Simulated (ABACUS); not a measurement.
TiB2 under changes of volume

One of the cells (8.552 Å³/atom); the others are scaled copies at fixed shape and fractional positions:

```
Ti B
1.0
     3.02920    0.00000    0.00000
    -1.51460    2.62336    0.00000
     0.00000    0.00000    3.22840
Ti B
1 2
Cartesian
  0.0000 0.0000 0.0000
  1.5146 0.8745 1.6142
  0.0000 1.7489 1.6142
```

```yaml
Program: ABACUS 3.10.1
Functional: PBE
Potentials_or_basis: PseudoDojo NC SR 0.4.1 PBE standard
Cutoff: 1361 eV
Density_cutoff: 5442 eV
Basis: DZP LCAO (the cutoffs set its grid)
k_mesh: 10 × 10 × 8
Occupations: fermi-dirac, width 0.05 eV
Spin: no spin polarisation
```

| volume (Å³/atom) | energy over the lowest point (meV/atom) | pressure (GPa) |
| --- | --- | --- |
| 8.039 | 30.48 | 18.8 |
| 8.210 | 13.92 | 12.3 |
| 8.381 | ? | ? |
| 8.552 | 0.00 | 1.1 |
| 8.723 | 1.52 | -3.8 |
| 8.894 | 7.95 | -8.2 |
| 9.065 | 18.89 | -12.2 |

What does the run at 8.381 Å³/atom give?

Energy over the lowest point 3.98 meV/atom; pressure 6.4 GPa.

Worked out: A Birch-Murnaghan fit of order 3 (a polynomial in V^(-2/3)) to the other rows has its minimum at 8.59 Å³/atom with B0 = V·E''(V) = 251 GPa and B' = 3.8 at fixed shape and positions, which overstates the stiffness. It gives 3.96 meV/atom at 8.381 Å³/atom, against the run's 3.98, and -dE/dV = 6.4 GPa, against 6.4.

Energies are extrapolated to zero smearing.

Caveats: the atomic orbitals were generated for these runs and aren't a published set; the basis of atomic orbitals isn't converged, which shifts pressures, moduli and gaps.
